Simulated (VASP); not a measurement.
Set up this calculation in VASP 6.6.1, as the native input.

| Item | Value |
| --- | --- |
| Task | single point |
| Functional | PBE |
| Potentials or basis | VASP PAW PBE potentials, release 64 (K_sv, F) |
| Cutoff | 520 eV |
| k mesh | 8 × 8 × 8 |
| Occupations | gaussian, width 0.02 eV |
| Spin | no spin polarisation |
| Dipole correction | no |
| Further INCAR settings | ALGO = Fast; EDIFF = 1e-06; NBANDS = 15 |

The structure of KF lies in POSCAR:

```
KF
1.0
    3.1812941024      0.0000000000      0.0000000000
    0.0000000000      3.1812941024      0.0000000000
    0.0000000000      0.0000000000      3.1812941024
K F
1 1
Direct
    0.0000000000      0.0000000000      0.0000000000
    0.5000000000      0.5000000000      0.5000000000
```

The cell comes from a database or a generator and needn't be the stable form of this composition.

The cell isn't the ideal one: strained and moved within the space group.

One way to write it, as run:

INCAR

```
PREC = Accurate
ENCUT = 520
EDIFF = 1E-6
ISMEAR = 0
SIGMA = 0.02
LREAL = False
LASPH = True
NELM = 80
ALGO = Fast
ISIF = 2
LWAVE = False
LCHARG = False
GGA = PE
NBANDS = 15
```

KPOINTS

```
Automatic mesh
0
Gamma
  8 8 8
```

Potentials or basis: VASP PAW PBE potentials, release 64 (K_sv, F).

Launch:

```bash
$ cat potpaw_PBE.64/K_sv/POTCAR potpaw_PBE.64/F/POTCAR > POTCAR
$ mpirun -np 1 vasp_std > vasp.out
```

Results of the run:

```yaml
Pressure: 2.9 GPa
Band_gap_on_the_k_mesh: 6.78 eV, indirect (least direct gap 6.82 eV)
```

Wall time 14 s on 1 thread of Intel(R) Xeon(R) Platinum 8488C (Sapphire Rapids), on a shared host, peak memory 0.14 GiB.
